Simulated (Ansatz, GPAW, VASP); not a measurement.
One calculation of SnTe, 3 ways

```
Te Sn
1.0
     0.00000    3.15085    3.15085
     3.15085    0.00000    3.15085
     3.15085    3.15085    0.00000
Te Sn
1 1
Direct
  0.50000 0.50000 0.50000
  0.00000 0.00000 0.00000
```

Alike in all runs: task band structure; functional revPBE; k mesh 7 × 7 × 7; occupations fermi-dirac, width 0.05 eV; no spin polarisation; no spin-orbit coupling. Pressure is positive in compression and, in plane waves, holds the error of the finite cutoff. Gaps are the smaller of the mesh's and the band path's.

```tsv
program and potentials	plane-wave cutoff (eV)	notes	band gap (eV)	pressure (GPa)
Ansatz, all-electron LAPW, scalar-relativistic	-	-	?	?
VASP, PBE PAW files Sn_d, Te, 520 eV	520	potentials made for PBE	0.04	3.23
GPAW, the program's PAW data sets (release 1.2.1) made for this functional	600	-	0.09	2.98
```

Estimate from the other rows what the run with Ansatz, all-electron LAPW, scalar-relativistic gave.

Band gap 0.08 eV; pressure 3.26 GPa. The other rows, which needn't bracket it: band gap 0.04 to 0.09; pressure 2.98 to 3.23.
